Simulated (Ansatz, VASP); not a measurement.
# PbSe: 3 runs at one level of theory

The starting cell:

```
CELL_PARAMETERS angstrom
0.00000 3.06065 3.06065
3.06065 0.00000 3.06065
3.06065 3.06065 0.00000
ATOMIC_POSITIONS crystal
Pb 0.00000 0.00000 0.00000
Se 0.50000 0.50000 0.50000
```

Alike in all runs: task relaxation of cell and atoms; functional PBEsol; k mesh 8 × 8 × 8; occupations fermi-dirac, width 0.05 eV; no spin polarisation; no spin-orbit coupling.

| program and potentials | plane-wave cutoff (eV) | notes | equilibrium volume (Å³/atom) |
| --- | --- | --- | --- |
| Ansatz, Ansatz PAW | 420 | potentials made for PBE, which Ansatz adapts in part; 15 valence electrons an atom on average | 28.40 |
| VASP, PBE PAW files Pb_d, Se, 600 eV | 600 | potentials made for PBE; 10 valence electrons an atom on average | 28.42 |
| Ansatz, all-electron LAPW, scalar-relativistic | - | - | 28.40 |

The equilibrium volume spans 28.40 (Ansatz, Ansatz PAW) to 28.42 Å³/atom (VASP, PBE PAW files Pb_d, Se, 600 eV), with all-electron results at 28.40. Relaxations stop with a little pressure left, so the last digit of a volume isn't settled.

The functional is the same throughout but for its coding, so the spread measures potentials, basis and numerics; runs on potential files found faulty are left out.
